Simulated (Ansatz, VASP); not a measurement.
# One calculation of MgO, two programs

```
Mg O
1.0
     3.61708    0.00000    0.00000
    -1.80854    3.13249    0.00000
     0.00000    0.00000    3.90108
Mg O
2 2
Direct
  0.66264 0.32527 0.75000
  0.33736 0.67473 0.25000
  0.66963 0.33927 0.25000
  0.33037 0.66073 0.75000
```

Change from the starting cell: mode 5 frozen in at -0.024 Å, strain +e along z and -e/2 along x and y -0.0700.

Alike in both runs: task single point; functional PBEsol; k mesh 9 × 9 × 6; occupations gaussian, width 0.05 eV; no spin polarisation.

|  | VASP | Ansatz |
| --- | --- | --- |
| version | VASP 6.6.1 | Ansatz 0.2.0 |
| potentials or method | VASP PAW PBE potentials, release 64 (Mg, O) | scalar-relativistic, plane waves, PAW |
| plane-wave cutoff (eV) | 520 | 520 |
| valence electrons in the cell | 16 | 32 |

VASP gave:

```
gap on the k mesh at the Fermi level (eV)       : 3.40
least direct gap on the mesh (eV)               : 3.40
pressure (GPa)                                  : 4.1
largest component of the traceless stress (GPa) : 16.28
rms of the force components (eV/Å)              : 0.090
```

Estimate Ansatz's values.

gap on the k mesh at the Fermi level (eV): 3.41; least direct gap on the mesh (eV): 3.41; pressure (GPa): 4.5; largest component of the traceless stress (GPa): 16.13; rms of the force components (eV/Å): 0.089.

Atom by atom the forces differ by 0.001 eV/Å (rms over components). The functional is the same, so the differences come from potentials, cutoffs and numerics. The two sets of potentials don't hold the same shells in valence. Ansatz warned: «pseudo_functional_mismatch».

Caveats: the PAW data sets were made with another functional, which shifts forces and pressure a little (VASP).
